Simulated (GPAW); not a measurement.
CdSe (Cadmoselite):

```xyz
4
Lattice="4.3000 0.0000 0.0000 -2.1500 3.7239 0.0000 0.0000 0.0000 7.0200" Properties=species:S:1:pos:R:3 pbc="T T T"
Cd    2.1500    1.2413    3.5100
Cd    0.0000    2.4826    0.0000
Se    2.1500    1.2413    6.2127
Se    0.0000    2.4826    2.7027
```

Base run:

| Property | Result |
| --- | --- |
| Program | GPAW 26.7.0 |
| Functional | vdW-DF2 |
| Potentials or basis | GPAW PAW data sets (gpaw-data 1.2.1) |
| Cutoff | 600 eV |
| Basis | pw |
| k mesh | 5 × 5 × 3 |
| Occupations | fermi-dirac, width 0.05 eV |
| Spin | spin-orbit coupling, no magnetisation |

Its results: band gap on the k mesh 0.37 eV, direct; largest force 0.336 eV/Å.

Q: The run is repeated on the same cell with these changes: functional from vdW-DF2 to r2SCAN; soc after scf from second variation to second variation without the xc potential. What comes out?

A: Band gap on the k mesh 1.05 eV, direct; largest force 0.284 eV/Å.

Caveats: spin-orbit coupling was added after a scalar SCF, so levels and gaps hold it while energy, forces, pressure and moments don't; this program's spin-orbit splittings come out too wide for heavy elements; the PAW data sets were made with another functional, which shifts forces and pressure a little.
